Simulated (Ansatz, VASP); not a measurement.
## C in VASP and in Ansatz

```xyz
4
Lattice="1.7091 0.0000 0.0000 -0.8546 1.4801 0.0000 0.0000 0.0000 13.5156" Properties=species:S:1:pos:R:3 pbc="T T T"
C    -0.8546    1.4801   13.5156
C    -0.8546    1.4801    6.7578
C     0.0000    0.9868    3.3789
C     0.8546    0.4934   10.1367
```

Alike in both runs: task single point; functional PBEsol; k mesh 23 × 23 × 3; occupations fermi-dirac, width 0.1 eV; no spin polarisation.

```csv
,VASP,Ansatz
version,VASP 6.6.1,Ansatz 0.2.0
potentials or method,"VASP PAW PBE potentials, release 64 (C)","plane waves (420 eV) with PAW, scalar-relativistic"
plane-wave cutoff (eV),520,420
valence electrons in the cell,16,16
```

```tsv
	VASP	Ansatz	Ansatz less VASP
pressure (GPa)	-1.0	-1.1	-0.09
largest component of the traceless stress (GPa)	0.08	0.09	+0.013
```

With one functional, cell and mesh, what is left measures potentials, basis and numerics. Ansatz warned: «pseudo_functional_mismatch».

Caveats: the PAW data sets were made with another functional, which shifts forces and pressure a little (VASP); this functional lacks dispersion, which binds the layers, so the pressure and a relaxed spacing across them are unreliable.
